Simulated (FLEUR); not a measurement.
# Collinear magnetic orders of Co4 Ru2 Co4 0001 with FLEUR

Wanted: the moments of Co4 Ru2 Co4 0001 and the energy of each order that was tried.

Calculated with FLEUR MaX-R8.1; PBE; all-electron FLAPW film, Dirac cores, scalar-relativistic bands.

## 1. The structure

The cell holds 10 atoms: 8 Co and 2 Ru. Cell: a = 2.706 Å, b = 2.706 Å, c = 28.542 Å, α = 90.0°, β = 90.0°, γ = 120.0°. Ideal sites on the substrate's mesh, layer spacings from atomic volumes, unrelaxed. Vacuum lies along c.

Coordinates:

```cif
data_structure
_symmetry_space_group_name_H-M 'P 1'
_symmetry_Int_Tables_number 1
_cell_length_a 2.7060
_cell_length_b 2.7060
_cell_length_c 28.5420
_cell_angle_alpha 90.000
_cell_angle_beta 90.000
_cell_angle_gamma 120.000
_cell_volume 181.00
loop_
_atom_site_label
_atom_site_type_symbol
_atom_site_fract_x
_atom_site_fract_y
_atom_site_fract_z
_atom_site_occupancy
Co1 Co 0.00000 0.00000 0.21022 1
Co2 Co 0.33333 0.66667 0.27154 1
Co3 Co 0.00000 0.00000 0.33287 1
Co4 Co 0.33333 0.66667 0.39420 1
Ru5 Ru 0.00000 0.00000 0.46243 1
Ru6 Ru 0.33333 0.66667 0.53757 1
Co7 Co 0.00000 0.00000 0.60580 1
Co8 Co 0.33333 0.66667 0.66713 1
Co9 Co 0.00000 0.00000 0.72846 1
Co10 Co 0.33333 0.66667 0.78978 1
```

It is built of layers of Co (space group 194) and Ru (space group 194).

## 2. Run 1 (ferro ++++++++)

The parallel start is the test of whether parallel moments hold.

inpgen writes inp.xml from crystal.txt; cutoffs, mixing, functional, smearing and local orbitals are then set in the file. The k list default-1 (kpts.xml, not shown) is a Γ-centred 20×20×1 mesh; where the ranks do not divide the number of points, some are split in two of half the weight.

inp.xml reads:

```
<?xml version="1.0" encoding="UTF-8" standalone="no"?>
<fleurInput fleurInputVersion="0.39">
   <comment>
      Co4Ru
   </comment>
   <calculationSetup>
      <cutoffs Kmax="3.89" Gmax="11.7" GmaxXC="11.7" numbands="0"/>
      <scfLoop itmax="150" minDistance="0.00002" maxIterBroyd="15" imix="Anderson" alpha="0.03" precondParam="0.0" spinf="2.0" sdNocoIR="T"/>
      <coreElectrons ctail="T" frcor="F" kcrel="0" coretail_lmax="0"/>
      <xcFunctional name="pbe" relativisticCorrections="F"/>
      <magnetism jspins="2"/>
      <soc l_soc="F" theta="0.0" phi="0.0" spav="F"/>
      <expertModes spex="0" secvar="F"/>
      <geometryOptimization l_f="F" forcealpha="1.0" forcemix="BFGS" epsdisp="0.00001" epsforce="0.00001"/>
      <ldaU l_linMix="F" mixParam="0.05" spinf="1.0"/>
   </calculationSetup>
   <cell>
      <bzIntegration valenceElectrons="164.0" mode="hist" fermiSmearingEnergy="0.00183747">
         <kPointListSelection listName="default-1"/>
         <xi:include xmlns:xi="http://www.w3.org/2001/XInclude" href="kpts.xml"> </xi:include>
      </bzIntegration>
      <xi:include xmlns:xi="http://www.w3.org/2001/XInclude" href="sym.xml"> </xi:include>
      <filmLattice scale="1.0" dVac="36.28" dTilda="38.78">
         <bravaisMatrixFilm>
            <row-1>    5.1135991739620046    -0.0000000651577568</row-1>
            <row-2>   -2.5567995305443318     4.4285068219946586</row-2>
         </bravaisMatrixFilm>
         <vacuumEnergyParameters vacuum="1" spinUp="-.25" spinDown="-.25"/>
      </filmLattice>
   </cell>
   <atomSpecies>
      <species name="Cobalt (Co1.800" element="Co" atomicNumber="27">
         <mtSphere radius="2.11" gridPoints="697" logIncrement="0.017"/>
         <atomicCutoffs lmax="8" lnonsphr="6"/>
         <electronConfig flipSpins="F">
            <coreConfig>(1s1/2) (2s1/2) (2p1/2) (2p3/2)</coreConfig>
            <valenceConfig>(3s1/2) (3p1/2) (3p3/2) (4s1/2) (3d3/2) (3d5/2)</valenceConfig>
            <stateOccupation state="(3d3/2)" spinUp="1.4" spinDown="1.4"/>
            <stateOccupation state="(3d5/2)" spinUp="3.0" spinDown="1.2"/>
         </electronConfig>
         <energyParameters s="4" p="4" d="3" f="4"/>
         <lo type="SCLO" l="0" n="3" eDeriv="0"/>
         <lo type="SCLO" l="1" n="3" eDeriv="0"/>
      </species>
      <species name="Ruthenium (Ru)" element="Ru" atomicNumber="44">
         <mtSphere radius="2.38" gridPoints="787" logIncrement="0.016"/>
         <atomicCutoffs lmax="8" lnonsphr="6"/>
         <electronConfig flipSpins="F">
            <coreConfig>(1s1/2) (2s1/2) (2p1/2) (2p3/2) (3s1/2) (3p1/2) (3p3/2) (4s1/2) (3d3/2) (3d5/2)</coreConfig>
            <valenceConfig>(4p1/2) (4p3/2) (5s1/2) (4d3/2) (4d5/2)</valenceConfig>
            <stateOccupation state="(5s1/2)" spinUp="0.500000" spinDown="0.500000"/>
            <stateOccupation state="(4d3/2)" spinUp="1.400000" spinDown="1.400000"/>
            <stateOccupation state="(4d5/2)" spinUp="2.100000" spinDown="2.100000"/>
         </electronConfig>
         <energyParameters s="5" p="5" d="4" f="4"/>
         <lo type="SCLO" l="1" n="4" eDeriv="0"/>
      </species>
   </atomSpecies>
   <atomGroups>
      <atomGroup species="Cobalt (Co1.800">
         <filmPos label="                   1">-1.000/6.000 1.000/6.000 -15.6299792720</filmPos>
         <filmPos label="                  10">1.000/6.000 -1.000/6.000 15.6299792720</filmPos>
         <force calculate="T" relaxXYZ="TTT"/>
      </atomGroup>
      <atomGroup species="Cobalt (Co1.800">
         <filmPos label="                   2">1.000/6.000 -1.000/6.000 -12.3222061071</filmPos>
         <filmPos label="                   9">-1.000/6.000 1.000/6.000 12.3222061071</filmPos>
         <force calculate="T" relaxXYZ="TTT"/>
      </atomGroup>
      <atomGroup species="Cobalt (Co1.800">
         <filmPos label="                   3">-1.000/6.000 1.000/6.000 -9.0144329422</filmPos>
         <filmPos label="                   8">1.000/6.000 -1.000/6.000 9.0144329422</filmPos>
         <force calculate="T" relaxXYZ="TTT"/>
      </atomGroup>
      <atomGroup species="Cobalt (Co1.800">
         <filmPos label="                   4">1.000/6.000 -1.000/6.000 -5.7066597773</filmPos>
         <filmPos label="                   7">-1.000/6.000 1.000/6.000 5.7066597773</filmPos>
         <force calculate="T" relaxXYZ="TTT"/>
      </atomGroup>
      <atomGroup species="Ruthenium (Ru)">
         <filmPos label="                   5">-1.000/6.000 1.000/6.000 -2.0264000816</filmPos>
         <filmPos label="                   6">1.000/6.000 -1.000/6.000 2.0264000816</filmPos>
         <force calculate="T" relaxXYZ="TTT"/>
      </atomGroup>
   </atomGroups>
   <output dos="F" band="F" slice="F">
      <bandDOS minEnergy="-.5*Htr" maxEnergy="0.5*Htr" sigma="0.015" storeEVData="T"/>
      <plotting iplot="0" polar="F">
         <plot TwoD="T" vec1="  1.0  0.0  0.0" vec2="  0.0  1.0  0.0" vec3="  0.0  0.0  1.0" zero="  0.0  0.0 -0.5" file="plot"/>
      </plotting>
      <moessbauerParams electricFieldGradient="F" isomerShift="F" coreHyperfine="F" valenceHyperfine="F"/>
   </output>
</fleurInput>
```

crystal.txt reads:

```
Co4Ru
&input film=T cartesian=F /
2.70600014859  -0.00000003448  0.00000000000
-1.35300004443  2.34346488856  0.00000000000
0.00000000000  0.00000000000  1.00000000000
1.8897261246
1.0 1.0 1.0

10
27 0.00000000000  0.00000000000  -15.62997927201 : 1.800
27 0.33333333333  0.66666666667  -12.32220610712 : 1.800
27 0.00000000000  0.00000000000  -9.01443294223 : 1.800
27 0.33333333333  0.66666666667  -5.70665977734 : 1.800
44 0.00000000000  0.00000000000  -2.02640008161
44 0.33333333333  0.66666666667  2.02640008161
27 0.00000000000  0.00000000000  5.70665977734 : 1.800
27 0.33333333333  0.66666666667  9.01443294223 : 1.800
27 0.00000000000  0.00000000000  12.32220610712 : 1.800
27 0.33333333333  0.66666666667  15.62997927201 : 1.800

&kpt div1=20 div2=20 div3=1 gamma=T /
```

Started as:

```console
OMP_NUM_THREADS=1 inpgen -f crystal.txt > inpgen.log  # inp.xml is then edited as shown
OMP_NUM_THREADS=1 mpirun -n 4 fleur_MPI > fleur.log
```

Output:

```text
Welcome to FLEUR        (www.flapw.de)
      MaX-Release 8.1          (www.max-centre.eu)

 ========== k-point set info ==========
 Selected k-point list: default-1
 k-point list type: mesh
 20 x 20 x 1
 Number of k points: 44

 ------------Calculation Setup---------------------------
 Number of MPI-tasks      :            4
 Number of PE/node        :            4
 Number of OMP-threads    :            1
 k-points in parallel     :            4
 pe's per k-point         :            1
 No of k-point loops      :           11
 Eigenvalue solver        :       lapack
 Number of basis functions:          955
 Approximate size of matrices (H+S) per k-point:         0.014 GB
 --------------------------------------------------------
 Iteration:     1   Distance:      49.53112363 me/bohr^3
 Iteration:     2   Distance:      54.88998576 me/bohr^3
 Iteration:     3   Distance:      69.03307956 me/bohr^3
 Iteration:     4   Distance:      29.51354782 me/bohr^3
 Iteration:     5   Distance:      18.85096591 me/bohr^3
 Iteration:     6   Distance:      20.64884379 me/bohr^3
 Iteration:     7   Distance:      14.56925536 me/bohr^3
 Iteration:     8   Distance:      11.79516418 me/bohr^3
 Iteration:     9   Distance:      10.06181792 me/bohr^3
 Iteration:    10   Distance:      14.07595387 me/bohr^3
[... 41 iterations left out ...]
 Iteration:    52   Distance:       0.00011778 me/bohr^3
 Iteration:    53   Distance:       0.00013573 me/bohr^3
 Iteration:    54   Distance:       0.00007336 me/bohr^3
 Iteration:    55   Distance:       0.00003780 me/bohr^3
 Iteration:    56   Distance:       0.00002906 me/bohr^3
 Iteration:    57   Distance:       0.00002276 me/bohr^3
 Iteration:    58   Distance:       0.00003066 me/bohr^3
 Iteration:    59   Distance:       0.00003823 me/bohr^3
 Iteration:    60   Distance:       0.00002579 me/bohr^3
 Iteration:    61   Distance:       0.00001552 me/bohr^3

 ********************************************************************
 Run finished successfully
 Stop message:
   all done
 ********************************************************************

--- out.xml (last complete iteration) ---
<iteration numberForCurrentRun="   61" overallNumber="   61">
         [... left out ...]
         <bandgap value="0.0004362260" units="eV"/>
         <sumValenceSingleParticleEnergies value="-213.1898249631" units="Htr"/>
         <FermiEnergy value="-0.1656909647" units="Htr"/>
         <valenceDensity>
            <mtCharges spin="1">
               <mtCharge atomType="1" total="8.6335464" s="1.1505343" p="3.0789340" d="4.3973203" f="0.0052038"/>
               <mtCharge atomType="2" total="8.6494321" s="1.1599991" p="3.1217788" d="4.3558121" f="0.0090971"/>
               <mtCharge atomType="3" total="8.6083274" s="1.1622306" p="3.1228095" d="4.3115757" f="0.0090082"/>
               <mtCharge atomType="4" total="8.4654233" s="1.1616856" p="3.1287775" d="4.1631022" f="0.0092823"/>
               <mtCharge atomType="5" total="6.1579999" s="0.1704089" p="3.1355062" d="2.8172583" f="0.0272758"/>
            </mtCharges>
            <mtCharges spin="2">
               <mtCharge atomType="1" total="6.7952737" s="1.1535360" p="3.0944621" d="2.5410041" f="0.0050123"/>
               <mtCharge atomType="2" total="6.9175331" s="1.1646039" p="3.1478361" d="2.5936717" f="0.0091579"/>
               <mtCharge atomType="3" total="6.9685669" s="1.1652827" p="3.1465848" d="2.6456241" f="0.0088604"/>
               <mtCharge atomType="4" total="7.1083323" s="1.1615416" p="3.1435692" d="2.7915179" f="0.0093475"/>
               <mtCharge atomType="5" total="6.2294200" s="0.1748859" p="3.1433642" d="2.8768232" f="0.0270943"/>
            </mtCharges>
            <spinDependentCharge spin="1" total="88.2601184" interstitial="7.0994518" mtSpheres="81.0294583" vacuum1="0.0656041"/>
            <spinDependentCharge spin="2" total="75.7398819" interstitial="7.5854387" mtSpheres="68.0382520" vacuum1="0.0580956"/>
            <totalCharge value="164.0000002960"/>
         </valenceDensity>
         [... left out ...]
         <allElectronCharges>
            <spinDependentCharge spin="1" total="158.2601183" interstitial="7.1040347" mtSpheres="151.0248754" vacuum1="0.0656041"/>
            <spinDependentCharge spin="2" total="145.7398819" interstitial="7.5900287" mtSpheres="138.0336621" vacuum1="0.0580956"/>
            <totalCharge value="304.0000002715"/>
         </allElectronCharges>
         <magneticMomentsInMTSpheres units="muBohr">
            <globalMagMoment atomType="1" vec="0.00000   0.00000   1.83827"/>
            <localMagMoment atomType="1" vec="0.00000   0.00000   1.83827"/>
            <globalMagMoment atomType="2" vec="0.00000   0.00000   1.73190"/>
            <localMagMoment atomType="2" vec="0.00000   0.00000   1.73190"/>
            <globalMagMoment atomType="3" vec="0.00000   0.00000   1.63976"/>
            <localMagMoment atomType="3" vec="0.00000   0.00000   1.63976"/>
            <globalMagMoment atomType="4" vec="0.00000   0.00000   1.35709"/>
            <localMagMoment atomType="4" vec="0.00000   0.00000   1.35709"/>
            <globalMagMoment atomType="5" vec="0.00000   0.00000  -0.07142"/>
            <localMagMoment atomType="5" vec="0.00000   0.00000  -0.07142"/>
         </magneticMomentsInMTSpheres>
         <moessbauerParams unitsHFF="kG" unitsIS="e/bohr^3" unitsEFG="Htr/bohr^2">
         </moessbauerParams>
         <totalEnergy value="   -20211.3810312022" units="Htr">
            <sumOfEigenvalues value="   -11981.1086681257">
               <coreElectrons value="-11767.9188431626"/>
               <valenceElectrons value="-213.1898249631"/>
            </sumOfEigenvalues>
            <densityCoulombPotentialIntegral value="-31755.7968345085"/>
            <densityEffectivePotentialIntegral value="-32724.9824073919"/>
            <chargeDenXCDenIntegral value="-745.2352173092"/>
            <FockExchangeEnergyValence value="0.0000000000"/>
            <FockExchangeEnergyCore value="0.0000000000"/>
            <atomTypeDependentContributions atomType="1">
               <electronNucleiInteractionDifferentMTs value="3329.1370942533"/>
               <MadelungTerm value="-13.8812015530"/>
            </atomTypeDependentContributions>
            <atomTypeDependentContributions atomType="2">
               <electronNucleiInteractionDifferentMTs value="3331.0683910582"/>
               <MadelungTerm value="-11.8098644388"/>
            </atomTypeDependentContributions>
            <atomTypeDependentContributions atomType="3">
               <electronNucleiInteractionDifferentMTs value="3331.2437378719"/>
               <MadelungTerm value="-11.7120060029"/>
            </atomTypeDependentContributions>
            <atomTypeDependentContributions atomType="4">
               <electronNucleiInteractionDifferentMTs value="3331.1055652897"/>
               <MadelungTerm value="-11.8124952146"/>
            </atomTypeDependentContributions>
            <atomTypeDependentContributions atomType="5">
               <electronNucleiInteractionDifferentMTs value="10940.9617396625"/>
               <MadelungTerm value="-19.3890405598"/>
            </atomTypeDependentContributions>
            <tkbTimesEntropy value="0.0037834214"/>
            <freeEnergy value="-20211.3848146236"/>
            <extrapolationTo0K value="-20211.3829229129"/>
         </totalEnergy>
         <densityConvergence units="me/bohr^3">
            <chargeDensity spin="1" distance="0.0000069850"/>
            <chargeDensity spin="2" distance="0.0000098056"/>
            <overallChargeDensity distance="0.0000069996"/>
            <spinDensity distance="0.0000155204"/>
         </densityConvergence>
      </iteration>
```

Wall time 12 min (4 MPI ranks of Arm Neoverse V2, shared host); peak memory 0.56 GiB.

Spin moment in the muffin-tin sphere by atom:

```
atom  spin moment in the muffin-tin sphere (μB)
 Co1                                       1.84
 Co2                                       1.73
 Co3                                       1.64
 Co4                                       1.36
 Ru5                                      -0.07
 Ru6                                      -0.07
 Co7                                       1.36
 Co8                                       1.64
 Co9                                       1.73
Co10                                       1.84
```

Read from the output:

```
free energy                                                       : -549979.7988 eV
program's band gap on this mesh (in a metal only a level spacing) : 4.36e-4 eV
magnetization                                                     : 12.52 μB
final state                                                       : ferromagnetic, with opposed induced moments
```

After 61 cycles the largest moment stands at 1.84 μB.

(Continued in part 2 of 2.)

[Logs and program files are shortened in this print: banners, set-up blocks, solver, clock and traceback lines can be left out without a mark of their own.]

[Logs are printed without paths, hosts, clocks, repeated set-up lines and the standing remarks that a program may print on its own settings, such as how far it seeks lower states.]

[Hosts, paths, dates, database ids (printed as entryN), source tags and the programs' standing remarks are cut or masked in the printed files.]

[Where a cell is said to come from a database of computed structures, the database is the Materials Project.]
